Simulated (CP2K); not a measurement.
Runs of CP2K 2026.2 on PbS (Galena). It takes space group Fm-3m (No. 225, cubic). Conventional cell: a = 5.931 Å, b = 5.931 Å, c = 5.931 Å, α = 90.00°, β = 90.00°, γ = 90.00°. Pb (site symmetry m-3m) is surrounded by 6 S at 2.97 Å. S (site symmetry m-3m) has 6 Pb at 2.97 Å as nearest neighbours. 

| level | potentials or basis | smearing | NGRIDS | points a segment of the path (NPOINTS) | bands added on the path | CUTOFF of the grids | gap on the mesh (eV) | pressure (GPa) |
| --- | --- | --- | --- | --- | --- | --- | --- | --- |
| r2SCAN | POTENTIAL_UZH Pb GTH-SCAN-q4, S GTH-SCAN-q6; TZVP-MOLOPT-SCAN-GTH basis | fermi-dirac 0.05 eV | 5 | 6 | 4 | 675 Ry | 0.47 | 0.1 |
| LDA | GTH_POTENTIALS Pb GTH-PADE-q4, S GTH-PADE-q6; TZVP-MOLOPT-PBE-GTH basis | fermi-dirac 0.01 eV | 4 | 10 | 2 | 450 Ry | 0.24 | -3.4 |
| TB-mBJ | POTENTIAL_UZH Pb GTH-PBE-q4, S GTH-PBE-q6; TZVP-MOLOPT-PBE-GTH basis | fermi-dirac 0.01 eV | 4 | 6 | 4 | 675 Ry | (a) | - |
| PBEsol | POTENTIAL_UZH Pb GTH-PBE-q4, S GTH-PBE-q6; TZVP-MOLOPT-PBE-GTH basis | fermi-dirac 0.0259 eV | 4 | 10 | 6 | 450 Ry | (b) | 1.5 |

Alike in all rows: task band structure; no spin polarisation; cell as given; k mesh 8 × 8 × 8.

Fill in the values left out.

(a) 0.58; (b) 0.10.

Caveats: spin-orbit coupling is left out, which as a rule narrows the gap of such compounds by several tenths of an eV; the basis of atomic orbitals isn't converged, which shifts pressures, moduli and gaps; the potentials were made for another functional, which shifts forces and pressure (some runs); this is a model potential without an energy functional, so only levels have meaning (some runs).

A k mesh can miss the band edges, and the runs leave out spin-orbit coupling on Pb.

Runs at the PBE level aren't shown here.
